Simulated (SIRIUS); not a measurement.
Here is a SIRIUS 7.12.0 calculation.

The input sirius.json:

```json
{
  "control": {
    "processing_unit": "cpu",
    "verbosity": 2,
    "num_bands_to_print": 35,
    "print_forces": true,
    "print_stress": true
  },
  "parameters": {
    "electronic_structure_method": "pseudopotential",
    "xc_functionals": ["XC_GGA_X_PBE_SOL", "XC_GGA_C_PBE_SOL"],
    "gk_cutoff": 9.6,
    "pw_cutoff": 19.2,
    "ngridk": [4, 4, 2],
    "shiftk": [0, 0, 0],
    "smearing": "fermi_dirac",
    "smearing_width": 0.0018374661,
    "num_bands": 35,
    "num_mag_dims": 0,
    "num_dft_iter": 100,
    "energy_tol": 1e-08,
    "density_tol": 1e-06
  },
  "iterative_solver": {
    "type": "davidson",
    "min_tolerance": 1e-10
  },
  "mixer": {
    "type": "anderson",
    "beta": 0.7,
    "max_history": 8
  },
  "settings": {
    "tol_ne": 1e-10,
    "pseudo_grid_cutoff": 6.5
  },
  "unit_cell": {
    "lattice_vectors": [
      [0.807399649995, -0.59000491963, 0.0],
      [0.807399649995, 0.59000491963, 0.0],
      [-0.293063965192, 0.0, 1.743801686274]
    ],
    "lattice_vectors_scale": 5.4811209356,
    "atom_coordinate_units": "lattice",
    "atom_types": ["Cu", "O"],
    "atom_files": {
      "O": "O.json",
      "Cu": "Cu.json"
    },
    "atoms": {
      "Cu": [
        [0.5, 0.0, 0.5],
        [0.0, 0.5, 0.0]
      ],
      "O": [
        [0.4184, 0.5816, 0.75],
        [0.5816, 0.4184, 0.25]
      ]
    }
  }
}
```

Potentials or basis: PseudoDojo 0.4.1 PBE standard (scalar relativistic).

Launch:

```sh
$ upf_to_json O.upf
$ upf_to_json Cu.upf
$ OMP_NUM_THREADS=1 sirius.scf --input=sirius.json --output=out.json --task=0
```

(1) What does it give for the band gap on the k mesh?

(2) Estimate the pressure.

(3) Predict the largest force.

Answers

(1) none (metal or under the smearing width).

(2) -3.1 GPa.

(3) 0.393 eV/Å.

Caveat: the k mesh is coarse (spacing up to 0.62 Å⁻¹), so the values aren't converged; the potentials were made for another functional, which shifts forces and pressure; the run has no spin polarisation, though such a crystal can be magnetic; semilocal functionals often make such compounds metallic where correlation or magnetic order opens a gap, which also shifts bond lengths.
